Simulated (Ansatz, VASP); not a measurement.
Ge in VASP and in Ansatz

```
Ge
1.0
     1.29700   -2.41411    0.00000
     1.29700    2.41411    0.00000
     0.00000    0.00000    2.50482
Ge
1
Direct
  0.50000 0.50000 0.00000
```

Change from the starting cell: volume scaled by 0.8.

Alike in both runs: functional r2SCAN; dispersion D4; k mesh 11 × 11 × 10; occupations fermi-dirac, width 0.05 eV; no spin polarisation.

```csv
,VASP,Ansatz
version,VASP 6.6.1,Ansatz 0.2.0
potentials or method,"VASP PAW PBE potentials, release 64 (Ge_d), cutoff 520 eV",all-electron PAW datasets made for the crystal
task,single point,electrostatic potential
```

|  | VASP | Ansatz | Ansatz less VASP |
| --- | --- | --- | --- |
| gap on the k mesh at the Fermi level (eV) | none | none | - |
| pressure (GPa) | 17.6 | 17.7 | +0.14 |
| largest component of the traceless stress (GPa) | 2.16 | 2.11 | -0.059 |
| dispersion energy (meV/atom) | -156.1 | -156.2 | -0.12 |

A gap of «none» marks a metal or a gap that the smearing closes. Ansatz ran all-electron here, so the differences hold the error of VASP's frozen core and of both bases.

Caveats: so large a pressure means that the cell lies far from this level's equilibrium, or that cutoff or potentials fall short; pairwise dispersion overbinds metals, which lowers pressure and volume; the potentials were made for another functional, which shifts forces and pressure (VASP).
